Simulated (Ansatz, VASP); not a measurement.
Two plane-wave programs on S

Contents of INCAR:

```
PREC = Accurate
ENCUT = 520
EDIFF = 1E-6
ISMEAR = 1
SIGMA = 0.2
LREAL = False
LASPH = True
NELM = 80
ALGO = Normal
ISIF = 2
LWAVE = False
LCHARG = False
GGA = PE
NBANDS = 27
```

Contents of KPOINTS:

```
regular mesh
0
Gamma
  4 4 4
```

The input POSCAR:

```
S
1.0
    5.3612126841      3.0952975863      1.3949463274
   -5.3612126841      3.0952975863      1.3949463274
    0.0000000000     -6.1905951727      1.3949463273
S
6
Direct
    0.2551978009      0.1485570038      0.9142443505
    0.9142443505      0.2551978009      0.1485570038
    0.1485570038      0.9142443505      0.2551978009
    0.7448021991      0.8514429962      0.0857556495
    0.0857556495      0.7448021991      0.8514429962
    0.8514429962      0.0857556495      0.7448021991
```

Input for Ansatz:

```yaml
crystal:
  lattice:
    - [5.3612126841, 3.0952975863, 1.3949463274]
    - [-5.3612126841, 3.0952975863, 1.3949463274]
    - [0.0, -6.1905951727, 1.3949463273]
  atoms:
    - { symbol: S, position: [0.2551978009, 0.1485570038, 0.9142443505] }
    - { symbol: S, position: [0.9142443505, 0.2551978009, 0.1485570038] }
    - { symbol: S, position: [0.1485570038, 0.9142443505, 0.2551978009] }
    - { symbol: S, position: [0.7448021991, 0.8514429962, 0.0857556495] }
    - { symbol: S, position: [0.0857556495, 0.7448021991, 0.8514429962] }
    - { symbol: S, position: [0.8514429962, 0.0857556495, 0.7448021991] }
kpoints:
  mp_grid: { grid: [4, 4, 4] }
hamiltonian:
  xc: pbe
scf:
  occupations: { method: cold, width: 0.2 }
  n_extra_bands: 5
output:
  forces: true
  stress: true
  eigenvalues: true
```

Alike in both runs: task single point; functional PBE; k mesh 4 × 4 × 4; no spin polarisation.

|  | VASP | Ansatz |
| --- | --- | --- |
| version | VASP 6.6.1 | Ansatz 0.2.0 |
| potentials or method | VASP PAW PBE potentials, release 64 (S) | plane waves |
| plane-wave cutoff (eV) | 520 | 420 |
| occupations | methfessel-paxton of order 1, width 0.2 eV | cold, width 0.2 eV |
| valence electrons in the cell | 36 | 36 |

```csv
,VASP,Ansatz,Ansatz less VASP
gap on the k mesh at the Fermi level (eV),1.94,1.89,-0.048
pressure (GPa),1.8,2.4,+0.57
largest component of the traceless stress (GPa),0.21,0.03,-0.186
rms of the force components (eV/Å),0.028,0.107,+0.0797
```

Atom by atom the forces differ by 0.080 eV/Å (rms over components).

A k mesh can miss the band edges.
